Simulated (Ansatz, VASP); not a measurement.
## One calculation of P, two programs

```xyz
4
Lattice="1.6603 -5.0886 0.0000 1.6603 5.0886 0.0000 0.0000 0.0000 4.1623" Properties=species:S:1:pos:R:3 pbc="T T T"
P     1.6603   -4.0037    0.2983
P     1.6603   -1.0849    2.3794
P     1.6603    4.0037    3.8640
P     1.6603    1.0849    1.7829
```

Alike in both runs: functional PBE; dispersion D3(BJ); k mesh 9 × 9 × 9; occupations gaussian, width 0.02 eV; no spin polarisation.

Ansatz relaxed the structure, and its values are those at the end. VASP's run is a single point on that final structure, the one shown.

|  | VASP | Ansatz |
| --- | --- | --- |
| version | VASP 6.6.1 | Ansatz 0.2.0 |
| potentials or method | VASP PAW PBE potentials, release 64 (P) | scalar-relativistic, plane waves, PAW |
| plane-wave cutoff (eV) | 520 | 440 |
| valence electrons in the cell | 20 | 20 |

```tsv
	VASP	Ansatz	Ansatz less VASP
gap on the k mesh at the Fermi level (eV)	none	none	-
pressure (GPa)	-0.3	0.0	+0.33
rms of the force components (eV/Å)	0.036	0.000	-0.0355
dispersion energy (meV/atom)	-399.3	-399.3	-0.08
```

A gap of «none» marks a metal or a gap that the smearing closes.

Caveats: pairwise dispersion overbinds metals, which lowers pressure and volume.
